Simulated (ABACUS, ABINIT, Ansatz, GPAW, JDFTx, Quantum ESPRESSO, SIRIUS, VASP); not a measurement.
**HfC: 9 runs at one level of theory**

```
CELL_PARAMETERS angstrom
0.00000 2.32500 2.32500
2.32500 0.00000 2.32500
2.32500 2.32500 0.00000
ATOMIC_POSITIONS crystal
Hf 0.50000 0.50000 0.50000
C 0.00000 0.00000 0.00000
```

Alike in all runs: task single point; functional PBE; k mesh 10 × 10 × 10; occupations fermi-dirac, width 0.05 eV; no spin polarisation; no spin-orbit coupling. Pressure is positive in compression and, in plane waves, holds the error of the finite cutoff, which Ansatz's Pulay term estimates and takes out.

```tsv
program and potentials	plane-wave cutoff (eV)	notes	band gap (eV)	pressure (GPa)
ABACUS, PseudoDojo NC SR 0.4.1 PBE standard, plane waves	1116	8 valence electrons an atom on average	no gap	0.41
GPAW, GPAW PAW data sets (gpaw-data 1.2.1)	800	8 valence electrons an atom on average	no gap	1.31
SIRIUS, PseudoDojo 0.4.1 PBE standard (scalar relativistic)	1127	8 valence electrons an atom on average	no gap	0.40
Quantum ESPRESSO, SSSP 1.3 efficiency PBE	816	8 valence electrons an atom on average	no gap	0.50
Ansatz, Ansatz PAW (earlier soft set)	420	15 valence electrons an atom on average; Pulay term of +0.18 GPa included	no gap	0.24
Ansatz, all-electron LAPW, scalar-relativistic	-	-	no gap	0.28
JDFTx, PseudoDojo-SR-PBE-0.5-standard	1116	8 valence electrons an atom on average	no gap	0.40
ABINIT, JTH PAW PBE v2.0	517	8 valence electrons an atom on average	no gap	0.03
VASP, PBE PAW files C, Hf_pv, 520 eV	520	7 valence electrons an atom on average	no gap	-0.41
```

None finds a gap. The pressure spans -0.41 (VASP, PBE PAW files C, Hf_pv, 520 eV) to 1.31 GPa (GPAW, GPAW PAW data sets (gpaw-data 1.2.1)), with all-electron results at 0.28.

Differences between rows come from potentials, basis sets and numerical settings, since the functional is the same but for its coding. Runs on potential files found faulty are left out.

All nine runs give a metal, as expected for hafnium carbide. Carbon 2p and hafnium 5d states mix into strongly covalent bonding bands, which the valence electrons of a group 4 carbide nearly fill. The Fermi level therefore falls in a deep minimum of the density of states, where slight band overlap leaves a few carriers but no gap.

The pressures place the cell close to the PBE equilibrium volume. Because the carbide is very stiff, even the whole spread corresponds to only a small change in lattice constant. The three PseudoDojo runs nearly coincide across different programs, which suggests that the potentials matter more than the codes. The VASP run alone puts the cell under tension; its smaller hafnium valence and its finite basis are both possible causes. Valence count cannot explain the high GPAW value, since other runs with the same count lie much nearer the all-electron result. Real samples usually lack some carbon, so the agreement for the ideal crystal does not carry over directly to their lattice constant or conductivity.
